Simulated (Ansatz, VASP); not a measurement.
## BAs: VASP beside Ansatz

```
B As
1.0
     0.00000    2.36627    2.36627
     2.36627    0.00000    2.36627
     2.36627    2.36627    0.00000
B As
1 1
Direct
  0.00000 0.00000 0.00000
  0.25000 0.25000 0.25000
```

Alike in both runs: functional LDA; k mesh 10 × 10 × 10; occupations gaussian, width 0.02 eV; no spin polarisation.

Ansatz relaxed the structure, and its values are those at the end. VASP's run is a single point on that final structure, the one shown.

|  | VASP | Ansatz |
| --- | --- | --- |
| version | VASP 6.6.1 | Ansatz 0.2.0 |
| potentials or method | VASP PAW LDA potentials, release 64 (B, As) | scalar-relativistic, plane waves, PAW |
| plane-wave cutoff (eV) | 520 | 420 |
| valence electrons in the cell | 8 | 18 |

```csv
,VASP,Ansatz,Ansatz less VASP
gap on the k mesh at the Fermi level (eV),1.10,1.10,+0.008
least direct gap on the mesh (eV),3.29,3.29,+0.004
pressure (GPa),0.9,0.0,-0.96
```

The two sets of potentials don't hold the same shells in valence.

A k mesh can miss the band edges.
